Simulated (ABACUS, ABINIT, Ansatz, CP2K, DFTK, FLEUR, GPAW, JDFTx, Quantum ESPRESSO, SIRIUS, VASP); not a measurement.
One calculation of Co, 12 ways

```
Co
1.0
     2.47200    0.00000    0.00000
    -1.23600    2.14081    0.00000
     0.00000    0.00000    4.02114
Co
2
Cartesian
  1.2360 0.7136 3.0159
  0.0000 1.4272 1.0053
```

Alike in all runs: task single point; functional PBEsol; k mesh 12 × 12 × 7; occupations fermi-dirac, width 0.05 eV; collinear spin, ferromagnetic start; no spin-orbit coupling. Pressure is positive in compression and, in plane waves, holds the error of the finite cutoff.

| program and potentials | plane-wave cutoff (eV) | notes | pressure (GPa) | net moment per atom (μB) |
| --- | --- | --- | --- | --- |
| VASP, PBE PAW files Co, 520 eV | 520 | potentials made for PBE; 9 valence electrons an atom on average | -6.57 | 1.59 |
| ABACUS, PseudoDojo NC SR 0.4.1 PBEsol standard, plane waves | 1320 | 17 valence electrons an atom on average | -5.76 | 1.60 |
| FLEUR, all-electron, FLAPW | - | - | - | 1.60 |
| JDFTx, PseudoDojo-SR-PBEsol-0.4.1-standard with smoothed tails | 1306 | 17 valence electrons an atom on average | -5.78 | 1.60 |
| DFTK, PseudoDojo SR PBEsol 0.4.1 standard (PBEsol) | 1306 | 17 valence electrons an atom on average | -5.78 | 1.60 |
| SIRIUS, PseudoDojo 0.4.1 PBEsol standard (scalar relativistic) | 1307 | 17 valence electrons an atom on average | ? | ? |
| Ansatz, all-electron LAPW, scalar-relativistic | - | - | -5.84 | 1.60 |
| ABINIT, JTH PAW PBE v2.0 | 707 | potentials made for PBE; 17 valence electrons an atom on average | -4.79 | 1.60 |
| Quantum ESPRESSO, GBRV 1.5 PBEsol | 762 | 17 valence electrons an atom on average | -5.39 | 1.65 |
| SIRIUS, all-electron FP-LAPW, apw+lo standard | - | - | - | 1.59 |
| CP2K, POTENTIAL_UZH Co GTH-PBE-q17; TZVP-MOLOPT-PBE-GTH basis | - | atomic basis; potentials made for PBE; 17 valence electrons an atom on average | -3.98 | 1.66 |
| GPAW, PAW data sets generated for this functional | 600 | 9 valence electrons an atom on average | -5.33 | 1.60 |

**Question.** Estimate from the other rows what the run with SIRIUS, PseudoDojo 0.4.1 PBEsol standard (scalar relativistic) gave.

**Answer.** Pressure -5.77 GPa; net moment per atom 1.60 μB. The other rows, which needn't bracket it: pressure -6.57 to -3.98; net moment per atom 1.59 to 1.66.
